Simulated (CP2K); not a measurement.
Ga, 2 atoms in the cell. Symmetry: C2/c, No. 15, monoclinic system. The conventional cell has a = 2.766 Å, b = 8.053 Å, c = 3.332 Å, α = 90.00°, β = 92.02°, γ = 90.00°. Ga (site symmetry 2) is surrounded by 8 Ga at 2.69 to 2.92 Å. This isn't the form of Ga at room conditions, which is orthorhombic.

```yaml
Program: CP2K 2026.2
Task: single point
Functional: PBE
Potentials_or_basis: POTENTIAL_UZH Ga GTH-PBE-q13; TZVP-MOLOPT-PBE-GTH basis
Density_cutoff: 6123 eV
k_mesh: 10 × 10 × 8
Occupations: fermi-dirac, width 0.05 eV
Spin: no spin polarisation
SCF_solver: diagonalisation with k points
Quickstep_method: GPW
EPS_DEFAULT: 1.0E-10
EPS_SCF: 1.0E-6
MAX_SCF: 100
SCF_GUESS: ATOMIC
k_points_reduced_by_the_point_group: yes
Mesh_centred_on_Gamma: yes
CHOLESKY: OFF
EPS_EIGVAL: 1.0E-7
MIXING_METHOD: BROYDEN_MIXING
MIXING_ALPHA: 0.4
NBUFFER: 8
NGRIDS: 5
Basis_sets: Ga TZVP-MOLOPT-PBE-GTH-q13
Potentials: Ga GTH-PBE-q13 of POTENTIAL_UZH
ADDED_MOS: "[10]"
REL_CUTOFF_Ry: 60 Ry
MIXING_BETA_1/bohr: 1.5 1/bohr
CUTOFF_of_the_grids: 450 Ry
```

Potentials or basis: POTENTIAL_UZH Ga GTH-PBE-q13; TZVP-MOLOPT-PBE-GTH basis.

Launch:

```sh
$ OMP_NUM_THREADS=1 cp2k.psmp -i ga_scf.inp -o ga_scf.out
```

Hardware: 1 thread of Arm Neoverse N1 (shared host).

Problem. How long does it take, and how much memory?

Solution. Run time: 4.3 min on 1 thread of Arm Neoverse N1, with other jobs on the host, peak memory 0.45 GiB. Counts: scf iterations 13, k points 227, basis 68, bands 23, force evaluations 1.
